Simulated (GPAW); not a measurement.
A run of GPAW 26.7.0:

run.py

```python
from ase import Atoms
from ase.eos import EquationOfState
from ase.io import Trajectory
from ase.units import GPa
from gpaw import GPAW, PW

atoms = Atoms(['Co', 'Si', 'Si'],
              cell=[[0.0, 2.678, 2.678],
                    [2.678, 0.0, 2.678],
                    [2.678, 2.678, 0.0]],
              scaled_positions=[[0.0, 0.0, 0.0],
                                [0.75, 0.75, 0.75],
                                [0.25, 0.25, 0.25]],
              pbc=True)
atoms.set_initial_magnetic_moments([2.0, 0.0, 0.0])

traj = Trajectory('eos.traj', 'w')
volumes, energies = [], []
for x in [0.94, 0.96, 0.98, 1.0, 1.02, 1.04, 1.06]:
    a = atoms.copy()
    a.set_cell(atoms.cell * x**(1 / 3), scale_atoms=True)
    calc = GPAW(mode=PW(600),
                xc='LDA',
                kpts={'size': (9, 9, 9), 'gamma': True},
                occupations={'name': 'fermi-dirac', 'width': 0.05},
                nbands=20,
                convergence={'density': 1e-05, 'energy': 1e-05},
                maxiter=150,
                txt=f'eos-{x:.2f}.txt')
    a.calc = calc
    energies.append(a.get_potential_energy(force_consistent=True))
    volumes.append(a.get_volume())
    p = -a.get_stress()[:3].mean() / GPa
    calc.write(f'eos-{x:.2f}.gpw')
    traj.write(a)
    print(f'{x:.2f} {volumes[-1]:10.4f} A^3 {energies[-1]:14.6f} eV {p:9.3f} GPa', flush=True)

v0, e0, B = EquationOfState(volumes, energies, eos='birchmurnaghan').fit()
print(f'V0 = {v0:.4f} A^3, E0 = {e0:.6f} eV, B0 = {B / GPa:.2f} GPa')
```

Potentials or basis: the program's PAW data sets (release 1.2.1) made for this functional, pw.

The run is started by

```console
$ OMP_NUM_THREADS=1 python run.py
```

Hardware: 1 thread of Arm Neoverse V2, with other jobs on the host.

Question: How long does it take, and how much memory?

Answer: It took 4.8 min on 1 thread of Arm Neoverse V2, on a shared host, peak memory 0.29 GiB. Counts: scf iterations 84, plane waves 1243, bands 20, k points 35.
